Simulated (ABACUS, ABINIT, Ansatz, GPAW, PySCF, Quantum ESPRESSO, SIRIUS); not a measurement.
Cost and result for the equilibrium volume of Au

**What was measured.** The equilibrium volume of Au (Gold) (Fm-3m) is reported as 16.96 Å³/atom at 298.15 K (a printed reference work). The runs below try to reproduce it.

Symmetry: Fm-3m, No. 225, cubic system. The conventional cell has a = 4.070 Å, b = 4.070 Å, c = 4.070 Å, α = 90.00°, β = 90.00°, γ = 90.00°. Au (site symmetry m-3m) has 12 Au at 2.88 Å as nearest neighbours.

```csv
rung,level,program and potentials,cutoff (eV),k mesh,smearing,task,core time,chip,equilibrium volume (Å³/atom),miss,notes
GGA + dispersion,PBEsol+D3(BJ),"Ansatz, all-electron LAPW, scalar-relativistic",-,11 × 11 × 11,fermi-dirac 0.05,relaxation of cell and atoms,28 s,Arm Neoverse V1,16.45,-3.0 %,-
GGA + dispersion,RPBE+D3(BJ),"Ansatz, all-electron LAPW, scalar-relativistic",-,11 × 11 × 11,fermi-dirac 0.05,relaxation of cell and atoms,31 s,Arm Neoverse V1,14.97,-11.7 %,-
GGA + dispersion,RPBE+D3(BJ),"SIRIUS, PseudoDojo 0.4.1 PBE standard (scalar relativistic)",1054,8 × 8 × 8,fermi-dirac 0.05,relaxation of cell and atoms,32 s,Intel Xeon Platinum 8259CL Skylake/Cascade Lake,15.01,-11.5 %,potentials made for PBE
GGA + dispersion,PBE+D3(BJ),"GPAW, GPAW PAW data sets (gpaw-data 1.2.1)",600,11 × 11 × 11,fermi-dirac 0.05,equation of state,33 s,AMD EPYC 9R45 Zen 5,17.49,+3.1 %,"far from this level's other runs, cause not traced"
GGA + dispersion,PBEsol+D3(BJ),"GPAW, PAW data sets generated for this functional",600,11 × 11 × 11,fermi-dirac 0.05,equation of state,35 s,AMD EPYC 9R45 Zen 5,16.73,-1.4 %,"far from this level's other runs, cause not traced"
GGA,PBE,"ABACUS, PseudoDojo NC SR 0.5 PBE standard, plane waves",1034,9 × 9 × 9,fermi-dirac 0.05,relaxation of cell and atoms,35 s,Intel Xeon 6975P-C Granite Rapids,17.92,+5.7 %,-
GGA + dispersion,OLYP+D3(BJ),"GPAW, PAW data sets generated for this functional",600,11 × 11 × 11,fermi-dirac 0.05,equation of state,38 s,Intel Xeon Platinum 8488C Sapphire Rapids,16.17,-4.7 %,-
LDA,LDA,"ABINIT, PseudoDojo NC SR LDA v0.4.1 standard",952,8 × 8 × 8,fermi-dirac 0.05,relaxation of cell and atoms,48 s,Arm Neoverse V2,16.63,-1.9 %,-
non-local van der Waals functional,C09-vdW,"GPAW, GPAW PAW data sets (gpaw-data 1.2.1)",600,11 × 11 × 11,fermi-dirac 0.05,equation of state,51 s,Intel Xeon Platinum 8488C Sapphire Rapids,17.74,+4.6 %,potentials made for PBE
GGA + dispersion,PBEsol+D3(zero damping),"GPAW, PAW data sets generated for this functional",600,11 × 11 × 11,fermi-dirac 0.05,equation of state,55 s,Intel Xeon Platinum 8488C Sapphire Rapids,16.81,-0.9 %,-
GGA,RPBE,"SIRIUS, PseudoDojo 0.4.1 PBE standard (scalar relativistic)",1054,8 × 8 × 8,fermi-dirac 0.05,relaxation of cell and atoms,62 s,Intel Xeon Platinum 8259CL Skylake/Cascade Lake,18.52,+9.2 %,potentials made for PBE
GGA,WC,"GPAW, PAW data sets generated for this functional",600,11 × 11 × 11,fermi-dirac 0.05,equation of state,70 s,AMD EPYC 7R13 Zen 3,17.43,+2.8 %,"far from this level's other runs, cause not traced"
LDA,LDA,"Quantum ESPRESSO, GBRV 1.5 LDA",612,11 × 11 × 11,fermi-dirac 0.05,equation of state,70 s,Arm Neoverse V1,16.55,-2.4 %,-
LDA,LDA,"SIRIUS, PseudoDojo 0.4.1 PBE standard (scalar relativistic)",1054,8 × 8 × 8,fermi-dirac 0.05,eos task,78 s,Arm Neoverse V2,16.69,-1.6 %,potentials made for PBE
GGA,PBEsol,"ABACUS, PseudoDojo NC SR 0.4.1 PBEsol standard, plane waves",1034,11 × 11 × 11,fermi-dirac 0.05,equation of state,96 s,Intel Xeon Platinum 8488C Sapphire Rapids,16.97,+0.1 %,-
GGA + dispersion,PBE+D3(zero damping),"SIRIUS, all-electron FP-LAPW, apw+lo standard",-,11 × 11 × 11,fermi-dirac 0.05,equation of state,4.8 min,Arm Neoverse V1,17.22,+1.5 %,-
LDA,LDA,"PySCF, DZVP-MOLOPT-SR/GTH-PBE (potentials made for PBE)",-,6 × 6 × 6,fermi-dirac 0.05,equation of state,20 min,AMD EPYC 7R43 Zen 3,17.70,+4.4 %,coarse mesh; atomic basis; potentials made for PBE
```

Times are single runs on shared hosts and different chips, so they are rough; meshes, cutoffs and the tasks' sizes weigh on the time. All rows: no spin polarisation. Smearing widths are in eV. For a metal such meshes aren't converged. Meshes differ between rows, which moves values too. Meshes are those of the run's cell of 1 atom unless a note names another. Relaxations start from the cell shown or near it and stop with a little pressure left. The cell shown, of 16.85 Å³ an atom, is the runs' start and not the measured value. Misses use the values as printed. Runs on faulty files, with rough fits or with known faults for this quantity aren't shown. No row holds spin-orbit coupling.

By rung: LDA 16.55 to 16.69; GGA + dispersion 14.97 to 17.49; GGA 16.97 to 18.52; non-local van der Waals functional 17.74; LDA on coarse meshes 17.70 (Å³/atom). Measured: 16.96 Å³/atom at 298.15 K (a printed reference work). Closest, coarse meshes and atomic bases left aside, is PBEsol (+0.1 %), and PBE misses by +5.7 % on plain settings. The runs are for a static lattice, while measurements hold temperature and zero-point motion.
